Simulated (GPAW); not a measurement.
The system is Se.

```
CELL_PARAMETERS angstrom
2.87329 0.02779 -0.07141
0.02779 2.74829 -0.05491
-0.07141 -0.05491 2.81011
ATOMIC_POSITIONS crystal
Se 0.00000 0.00000 0.00000
```

This isn't the form of Se at room conditions, which is trigonal, of chains.

The cell isn't the ideal one: cell sheared at random, sigma 0.03, atoms nudged by 0.01 Å.

| Quantity | Value |
| --- | --- |
| Program | GPAW 26.7.0 |
| Task | relaxation of cell and atoms |
| Functional | OLYP |
| Potentials or basis | PAW data sets generated in the run's folder for this functional |
| Cutoff | 780 eV |
| Basis | pw |
| k mesh | 9 × 10 × 9 |
| Occupations | fermi-dirac, width 0.05 eV |
| Spin | no spin polarisation |

At the start: pressure 1.6 GPa; volume 22.17 Å³/atom.

Q: How do energy, volume and symmetry change on relaxing?

A: Over 10 steps the energy falls by 14.4 meV/atom and the volume is 22.80 Å³/atom (+2.8 %); space group P4/mmm (No. 123, to 0.05 Å).

Step by step:
| step | energy change (eV) | largest force (eV/Å) | pressure (GPa) | volume (Å³) |
| --- | --- | --- | --- | --- |
| 1 | 0.0000 | 0.0000 | 1.55 | 22.17 |
| 2 | -0.0050 | 0.0000 | 0.92 | 22.37 |
| 3 | -0.0097 | 0.0000 | 0.00 | 22.73 |
| 4 | -0.0107 | 0.0000 | -0.28 | 22.86 |
| 5 | -0.0112 | 0.0000 | -0.27 | 22.87 |
| 6 | -0.0121 | 0.0000 | -0.04 | 22.80 |
| 7 | -0.0132 | 0.0000 | 0.30 | 22.68 |
| 8 | -0.0141 | 0.0000 | 0.47 | 22.61 |
| 9 | -0.0144 | 0.0000 | 0.29 | 22.68 |
| 10 | -0.0144 | 0.0000 | -0.04 | 22.80 |

Final structure:
```xyz
1
Lattice="2.9297 -0.0006 0.0006 0.0016 2.8082 0.0056 -0.0029 0.0075 2.7709" Properties=species:S:1:pos:R:3 pbc="T T T"
Se    0.0000    0.0000    0.0000
```

Caveat: later steps reuse the first step's grids.
